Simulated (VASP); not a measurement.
# Li2S (Fm-3m) in VASP: notebook

The runs below take Li2S through relaxation of cell and atoms, with PBEsol, LDA, PBE, PBE+D3(BJ).

Everything below comes from runs of VASP 6.6.1. Logs are shortened: lines on timing, memory, paths and dates and some standing lists are left out, and cuts for length are marked.

## (1) The structure

The structure is cubic, space group Fm-3m (No. 225). The conventional cell has a = 5.670 Å, b = 5.670 Å, c = 5.670 Å, α = 90.00°, β = 90.00°, γ = 90.00°. Li (site symmetry -43m) has 4 S at 2.46 Å as nearest neighbours. Around S (site symmetry m-3m) lie 8 Li at 2.46 Å.

The cell comes from a database or a generator and needn't be the stable form of this composition.

## (2) Relaxation of cell and atoms, PBEsol

File INCAR:

```
  ALGO = Fast
  EDIFF = 1E-7
  EDIFFG = -0.005
  ENCUT = 600
  GGA = PS
  IBRION = 2
  ISIF = 3
  ISMEAR = 0
  LASPH = True
  LCHARG = False
  LREAL = False
  LWAVE = False
  NELM = 100
  NSW = 90
  PREC = Accurate
  SIGMA = 0.02
```

File KPOINTS:

```
k-points
0
Gamma
  8 8 8
```

File POSCAR:

```
Li2S
1.0
    0.0000000000      2.8351678400      2.8351678400
    2.8351678400      0.0000000000      2.8351678400
    2.8351678400      2.8351678400      0.0000000000
Li S
2 1
Direct
    0.7500000000      0.7500000000      0.7500000000
    0.2500000000      0.2500000000      0.2500000000
    0.0000000000      0.0000000000      0.0000000000
```

Potentials or basis: VASP PAW PBE potentials, release 64 (Li_sv, S).

Started as:

```
$ cat potpaw_PBE.64/Li_sv/POTCAR potpaw_PBE.64/S/POTCAR > POTCAR
$ mpirun -np 1 vasp_std > vasp.out
```

OUTCAR:

```text
EDIFF = 1E-7
   EDIFFG = -0.005
   ENCUT = 600
   GGA = PS
   IBRION = 2
   ISIF = 3
   ISMEAR = 0
   LASPH = True
   LREAL = False
   NELM = 100
   NSW = 90
   PREC = Accurate

 ion  position               nearest neighbor table
   1  0.750  0.750  0.750-   3 2.46   3 2.46   3 2.46   3 2.46
   2  0.250  0.250  0.250-   3 2.46   3 2.46   3 2.46   3 2.46
   3  0.000  0.000  0.000-   1 2.46   1 2.46   2 2.46   2 2.46   2 2.46   2 2.46   1 2.46   1 2.46

  LATTYP: Found a face centered cubic cell.
 ALAT       =     5.6703356800

  Lattice vectors:

 A1 = (   0.0000000000,   2.8351678400,   2.8351678400)
 A2 = (   2.8351678400,   0.0000000000,   2.8351678400)
 A3 = (   2.8351678400,   2.8351678400,   0.0000000000)

Analysis of symmetry for initial positions (statically):
=====================================================================
 Subroutine PRICEL returns:
 Original cell was already a primitive cell.

 Routine SETGRP: Setting up the symmetry group for a
 face centered cubic supercell.

 Subroutine GETGRP returns: Found 48 space group operations
 (whereof 48 operations were pure point group operations)
 out of a pool of 48 trial point group operations.

The static configuration has the point symmetry O_h .

Analysis of symmetry for dynamics (positions and initial velocities):
=====================================================================
 Subroutine PRICEL returns:
 Original cell was already a primitive cell.

 Routine SETGRP: Setting up the symmetry group for a
 face centered cubic supercell.

 Subroutine GETGRP returns: Found 48 space group operations
 (whereof 48 operations were pure point group operations)
 out of a pool of 48 trial point group operations.

The dynamic configuration has the point symmetry O_h .

 Subroutine INISYM returns: Found 48 space group operations
 (whereof 48 operations are pure point group operations),
 and found     1 'primitive' translations

----------------------------------------------------------------------------------------

                                     Primitive cell

  volume of cell :      45.5792

  direct lattice vectors                    reciprocal lattice vectors
     0.000000000  2.835167840  2.835167840    -0.176356402  0.176356402  0.176356402
     2.835167840  0.000000000  2.835167840     0.176356402 -0.176356402  0.176356402
     2.835167840  2.835167840  0.000000000     0.176356402  0.176356402 -0.176356402

  length of vectors
     4.009532811  4.009532811  4.009532811     0.305458249  0.305458249  0.305458249

  position of ions in fractional coordinates (direct lattice)
     0.750000000  0.750000000  0.750000000
     0.250000000  0.250000000  0.250000000
     0.000000000  0.000000000  0.000000000

  ion indices of the primitive-cell ions
   primitive index   ion index
                 1           1
                 2           2
                 3           3

----------------------------------------------------------------------------------------

 KPOINTS: k-points

Automatic generation of k-mesh.
 Grid dimensions read from file:
 generate k-points for:    8    8    8

 Generating k-lattice:

  Cartesian coordinates                     Fractional coordinates (reciprocal lattice)
    -0.022044550  0.022044550  0.022044550     0.125000000  0.000000000  0.000000000
     0.022044550 -0.022044550  0.022044550     0.000000000  0.125000000  0.000000000
     0.022044550  0.022044550 -0.022044550     0.000000000  0.000000000  0.125000000

  Length of vectors
     0.038182281  0.038182281  0.038182281

  Shift w.r.t. Gamma in fractional coordinates (k-lattice)
     0.000000000  0.000000000  0.000000000

 Subroutine IBZKPT returns following result:
 ===========================================

 Found     29 irreducible k-points:

 Following reciprocal coordinates:
            Coordinates               Weight
  0.000000  0.000000  0.000000      1.000000
  0.125000  0.000000  0.000000      8.000000
  0.250000  0.000000  0.000000      8.000000
  0.375000  0.000000  0.000000      8.000000
  0.500000  0.000000  0.000000      4.000000
  0.125000  0.125000  0.000000      6.000000
[... 16 lines left out ...]
  0.500000  0.250000  0.125000     48.000000
 -0.375000  0.250000  0.125000     24.000000
 [... further k-points ...]
   k-points           NKPTS =     29   k-points in BZ     NKDIM =     29   number of bands    NBANDS=     10
   number of dos      NEDOS =    301   number of ions     NIONS =      3
   total plane-waves  NPLWV =  32768
   dimension x,y,z NGX =    32 NGY =   32 NGZ =   32
   dimension x,y,z NGXF=    64 NGYF=   64 NGZF=   64
   ions per type =               2   1
   NGX,Y,Z   is equivalent  to a cutoff of  13.27, 13.27, 13.27 a.u.
   NGXF,Y,Z  is equivalent  to a cutoff of  26.54, 26.54, 26.54 a.u.
 SYSTEM =  unknown system
   PREC   = accura    normal or accurate (medium, high low for compatibility)
   ISTART =      0    job   : 0-new  1-cont  2-samecut
   ICHARG =      2    charge: 1-file 2-atom 10-const
   ISPIN  =      1    spin polarized calculation?
   LNONCOLLINEAR =      F non collinear calculations
   LSORBIT =      F    spin-orbit coupling
   LASPH  =      T    aspherical Exc in radial PAW
   ENCUT  =  600.0 eV  44.10 Ry    6.64 a.u.   8.01  8.01  8.01*2*pi/ulx,y,z
   NELM   =    100;   NELMIN=  2; NELMDL= -5     # of ELM steps
   EDIFF  = 0.1E-06   stopping-criterion for ELM
   LREAL  =      F    real-space projection
   EDIFFG = -.5E-02   stopping-criterion for IOM
   NSW    =     90    number of steps for IOM
   IBRION =      2    ionic relax: 0-MD 1-quasi-New 2-CG
   NFREE  =      1    steps in history (QN), initial steepest desc. (CG)
   ISIF   =      3    stress and relaxation
   ISYM   =      2    0-nonsym 1-usesym 2-fastsym
   POTIM  = 0.5000    time-step for ionic-motion
   TEBEG  =    0.0;   TEEND  =   0.0 temperature during run
   PSTRESS=    0.0 pullay stress
   NELECT =      12.0000    total number of electrons
   NUPDOWN=      -1.0000    fix difference up-down
   EMIN   =  10.00;   EMAX   =-10.00  energy-range for DOS
   EFERMI =   0.00;   METHOD = LEGACY
   ISMEAR =     0;   SIGMA  =   0.02  broadening in eV -4-tet -1-fermi 0-gaus
   EFERMI_NEDOS =   21; number of points for ismear=-14 and -15
   IALGO  =     68    algorithm
   IMIX   =      4    mixing-type and parameters
     AMIX     =   0.40;   BMIX     =  1.00
     AMIX_MAG =   1.60;   BMIX_MAG =  1.00
  volume/ion in A,a.u.               =      15.19       102.53
  Fermi-wavevector in a.u.,A,eV,Ry     =   1.049252  1.982799 14.979059  1.100930
  Thomas-Fermi vector in A             =   2.184207
   LORBIT       =      0    0 simple, 1 ext, 2 COOP (PROOUT), +10 PAW based schemes
   GGA     = PS    functional components
   LHFCALC =     F    Hartree Fock is set to
   AEXX    =    0.0000 exact exchange contribution
   IVDW    =     0    specifies the selected vdW correction
   LEPSILON=     F    determine dielectric tensor
   LRPA    =     F    only Hartree local field effects (RPA)
 conjugate gradient relaxation of ions
 non-spin polarized calculation
 RMM-DIIS sequential band-by-band and
 Gauss-broadening in eV      SIGMA  =   0.02
  energy-cutoff  :      600.00
  volume of cell :       45.58
 maximum number of plane-waves:      1540
   NGX = 17   NGY = 17   NGZ = 17

--------------------------------------- Ionic step        1  -------------------------------------------

 number of electron      11.9999988 magnetization

 Free energy of the ion-electron system (eV)
  ---------------------------------------------------
  ext. energy  EPLUGINS =         0.00000000
  ---------------------------------------------------
  free energy    TOTEN  =       -12.37683208 eV

  energy without entropy =      -12.37683208  energy(sigma->0) =      -12.37683208

------------------------ aborting loop because EDIFF is reached ----------------------------------------

  FORCE on cell =-STRESS in cart. coord.  units (eV):
  Direction    XX          YY          ZZ          XY          YZ          ZX
  --------------------------------------------------------------------------------------
  -------------------------------------------------------------------------------------
  Total       -0.1057632     -0.1057632     -0.1057632     -0.0000000      0.0000000      0.0000000
  in kB       -3.7177397     -3.7177397     -3.7177397     -0.0000000      0.0000000      0.0000000
  external PRESSURE =      -3.7177397 kB  Pullay stress =       0.0000000 kB
[... 59 lines left out ...]
  energy  without entropy=      -12.3772173612  energy(sigma->0) =      -12.37721736

--------------------------------------- Ionic step        3  -------------------------------------------

 number of electron      11.9999990 magnetization

 Free energy of the ion-electron system (eV)
  ---------------------------------------------------
  ext. energy  EPLUGINS =         0.00000000
  ---------------------------------------------------
  free energy    TOTEN  =       -12.37730392 eV

  energy without entropy =      -12.37730392  energy(sigma->0) =      -12.37730392

 E-fermi :   1.6699     XC(G=0):  -8.7307

 val. band max:        1.5619336519   @ k =   0.0000   0.0000   0.0000
 cond. band min:       4.7645659448   @ k =   0.5000   0.5000   0.0000
 fundamental gap:      3.2026322928
 Fermi energy:         1.6699231524

 k-point     1 :       0.0000    0.0000    0.0000
  band No.  band energies     occupation
      1     -41.8922      2.00000
      2     -41.8416      2.00000
      3      -9.5210      2.00000
      4       1.5619      2.00000
      5       1.5619      2.00000
      6       1.5619      2.00000
      7       5.7902      0.00000
      8       7.7201      0.00000
      9       7.7201      0.00000
     10       7.7201      0.00000
[... 287 lines left out ...]
 k-point    24 :      -0.3750    0.2500    0.1250
  band No.  band energies     occupation
      1     -41.8660      2.00000
      2     -41.8660      2.00000
      3      -8.9923      2.00000
      4      -1.1339      2.00000
      5       0.2644      2.00000
      6       0.6100      2.00000
      7       7.3187      0.00000
      8       8.1841      0.00000
      9       9.9185      0.00000
     10      10.5719      0.00000

 [... further k-points ...]

------------------------ aborting loop because EDIFF is reached ----------------------------------------

  FORCE on cell =-STRESS in cart. coord.  units (eV):
  Direction    XX          YY          ZZ          XY          YZ          ZX
  --------------------------------------------------------------------------------------
  -------------------------------------------------------------------------------------
  Total        0.0043846      0.0043846      0.0043846      0.0000000     -0.0000000      0.0000000
  in kB        0.1555729      0.1555729      0.1555729      0.0000000     -0.0000000      0.0000000
  external PRESSURE =       0.1555729 kB  Pullay stress =       0.0000000 kB
[... 18 lines left out ...]
  FREE ENERGIE OF THE ION-ELECTRON SYSTEM (eV)
  ---------------------------------------------------
  free  energy   TOTEN  =       -12.3773039185 eV

  energy  without entropy=      -12.3773039185  energy(sigma->0) =      -12.37730392

 reached required accuracy - stopping structural energy minimisation
```

Run time: 30 s. Hardware: 1 thread of Intel Xeon Platinum 8559C (Emerald Rapids), shared host; peak memory 0.17 GiB.

Results:

```yaml
Free_energy: -12.3773 eV
Relaxed_volume: 15.05 Å³/atom
Relaxed_cell: a = 3.997 Å, b = 3.997 Å, c = 3.997 Å, α = 60.00°, β = 60.00°, γ = 60.00°
Space_group_after_relaxing_to_0.05_Å: Fm-3m (No. 225)
Energy_gained_by_relaxing: 0.2 meV/atom
Ionic_steps: 3
Pressure_after_relaxing: 0.0 GPa
Band_gap_on_the_k_mesh: 3.20 eV, indirect (least direct gap 4.23 eV)
```

The path:
| step | energy change (eV) | largest force (eV/Å) | pressure (GPa) | volume (Å³) |
| --- | --- | --- | --- | --- |
| 1 | 0.0000 | 0.0000 | -0.37 | 45.58 |
| 2 | -0.0004 | 0.0000 | -0.16 | 45.35 |
| 3 | -0.0005 | 0.0000 | 0.02 | 45.16 |

Final structure:
```
CELL_PARAMETERS angstrom
0.00000 2.82635 2.82635
2.82635 0.00000 2.82635
2.82635 2.82635 0.00000
ATOMIC_POSITIONS crystal
Li 0.75000 0.75000 0.75000
Li 0.25000 0.25000 0.25000
S 0.00000 0.00000 0.00000
```

Caveat: the cutoff is under 1.25 times the usual one of these potentials, so pressure, stress and relaxed cells hold a basis-set (Pulay) error; the PAW data sets were made with another functional, which shifts forces and pressure a little.

## (3) Relaxation of cell and atoms, LDA

INCAR, as its differences from that of step 2:

```diff
@@ -4,3 +4,2 @@
   ENCUT = 600
-  GGA = PS
   IBRION = 2
```

KPOINTS is that of step 2.

POSCAR is that of step 2.

Potentials or basis: VASP PAW LDA potentials, release 64 (Li_sv, S).

Started as:

```
$ cat potpaw_LDA.64/Li_sv/POTCAR potpaw_LDA.64/S/POTCAR > POTCAR
$ mpirun -np 1 vasp_std > vasp.out
```

Wall time 32 s (1 thread of Intel Xeon Platinum 8559C (Emerald Rapids), shared host); peak memory 0.16 GiB.

Results (log left out):

- Free energy: -13.0165 eV
- Relaxed volume: 14.35 Å³/atom
- Relaxed cell: a = 3.934 Å, b = 3.934 Å, c = 3.934 Å, α = 60.00°, β = 60.00°, γ = 60.00°
- Space group after relaxing (to 0.05 Å): Fm-3m (No. 225)
- Energy gained by relaxing: 6.6 meV/atom
- Ionic steps: 3
- Pressure after relaxing: 0.0 GPa
- Band gap on the k mesh: 3.11 eV, indirect (least direct gap 4.44 eV)

Step by step:
```
step  energy change (eV)  largest force (eV/Å)  pressure (GPa)  volume (Å³)
   1              0.0000                0.0000           -2.38        45.58
   2             -0.0161                0.0000           -1.10        44.11
   3             -0.0199                0.0000           -0.05        43.05
```

Final structure:
```
Li S
1.0
     0.00000    2.78182    2.78182
     2.78182    0.00000    2.78182
     2.78182    2.78182    0.00000
Li S
2 1
Direct
  0.75000 0.75000 0.75000
  0.25000 0.25000 0.25000
  0.00000 0.00000 0.00000
```

Levels at points of the mesh, in eV from the valence-band top:
| k point | band 3 | band 4 | band 5 | band 6 | band 7 | band 8 | band 9 | band 10 |
| --- | --- | --- | --- | --- | --- | --- | --- | --- |
| (0.00, 0.00, 0.00) | -11.17 | 0.00 | 0.00 | 0.00 | 4.44 | 6.03 | 6.03 | 6.03 |
| (0.50, 0.00, 0.00) | -10.68 | -3.17 | -0.58 | -0.58 | 6.28 | 6.40 | 6.40 | 8.55 |
| (0.50, 0.50, 0.00) | -10.54 | -2.34 | -1.62 | -1.62 | 3.11 | 7.18 | 11.34 | 11.35 |

Caveat: the cutoff is under 1.25 times the usual one of these potentials, so pressure, stress and relaxed cells hold a basis-set (Pulay) error. As with any semilocal functional, this LDA gap is likely too small.

(Part 1 of 2 ends here.)
